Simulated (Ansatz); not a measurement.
Ti: energy less free atoms and pressure against volume per atom

Periodic Kohn-Sham DFT of a crystal at fixed atoms; pressure and stress are positive in compression; the energy is the free energy less that of spherical unpolarised free atoms; site moments are those in the method's own spheres, positive along +z. The results are calculated, by Ansatz 0.2.0.

Cell of the first row (space group P6_3/mmc, No. 194):
```
CELL_PARAMETERS angstrom
2.88980 0.00000 0.00000
-1.44490 2.50260 0.00000
0.00000 0.00000 4.59030
ATOMIC_POSITIONS crystal
Ti 0.33333 0.66667 0.25000
Ti 0.66667 0.33333 0.75000
```

Settings of every row: method all-electron LAPW; functional PBEsol; relativity scalar; k mesh 14x14x8; filling fermi-dirac; smearing width 0.05 eV; basis error target 0.25 meV/atom; nucleus gaussian.

Atom start moment: 0 on all atoms.

```csv
row,volume per atom (Å³),energy less free atoms (eV/atom),pressure (GPa)
1,16.599,-7.2213,0.938
2,16.952,-7.2205,-1.557
3,17.305,-7.2146,-3.823
4,17.482,-7.2098,-4.878
5,17.658,-7.2038,-5.883
6,17.835,-7.1968,-6.84
7,18.011,-7.1888,-7.752
8,18.365,?,?
9,18.718,-7.1472,-10.983
```

Question: what energy less free atoms and pressure should row 8 give?

Worked fit of energy less free atoms. Take u = (V_r/V)^(2/3) − 1 with V_r = 17.57 Å³ an atom, which is twice the finite (Eulerian) strain; such expansions in the strain, on which the Birch-Murnaghan equation of state is built, carry the rest volume and the bulk modulus. The shown rows have u = 0.03863, 0.02416, 0.01018, 0.00335, -0.00333, -0.00993, -0.01639, -0.04132. Least squares give energy less free atoms = −7.20694 − 0.8897 × u + 13.445 × u² eV/atom; a straight line predicts inner rows, each left out in turn, worse (root mean square 0.0065 against 6.1e-05 eV/atom). The rows lie off it by -0.0001, 0.0001, 0.0000, 0.0000, 0.0000, 0.0000, -0.0001, 0.0000. Its lowest point lies at u = 0.0331, or V = 16.73 Å³ an atom, and the curvature there gives the bulk modulus at fixed shape and fractions, B = (4/9)(1 + u)² E″(u)/V = 122 GPa. Letting shape and atoms relax would as a rule lower it, by much in layered, chain or molecular crystals. The withheld row has u = -0.02907, so the fit gives −7.20694 − 0.8897 × (-0.02907) + 13.445 × (-0.02907)² = -7.1697 eV/atom.

The calculation gave -7.1698 eV/atom. The fit lies 0.0001 eV/atom (0.13 % of the column's range) above it, one unit of the last digit.

Worked fit of pressure. Take u = (V_r/V)^(2/3) − 1 with V_r = 17.57 Å³ an atom, which is twice the finite (Eulerian) strain; such expansions in the strain, on which the Birch-Murnaghan equation of state is built, carry the rest volume and the bulk modulus. The shown rows have u = 0.03863, 0.02416, 0.01018, 0.00335, -0.00333, -0.00993, -0.01639, -0.04132. Least squares give pressure = −5.3865 + 150.044 × u + 353.41 × u² GPa; a straight line predicts inner rows, each left out in turn, worse (root mean square 0.17 against 0.0018 GPa). The rows lie off it by 0.001, -0.002, -0.001, 0.002, -0.001, 0.002, -0.001, 0.000. The pressure vanishes at u = 0.0333, or V = 16.73 Å³ an atom, and there the bulk modulus at fixed shape and fractions is B = −V dP/dV = (2/3)(1 + u) dP/du = 120 GPa. Letting shape and atoms relax would as a rule lower it, by much in layered, chain or molecular crystals. The withheld row has u = -0.02907, so the fit gives −5.3865 + 150.044 × (-0.02907) + 353.41 × (-0.02907)² = -9.450 GPa.

The calculation gave -9.447 GPa. The fit lies 0.003 GPa (0.025 % of the column's range) below it; its largest miss of a shown row is 0.002 GPa.
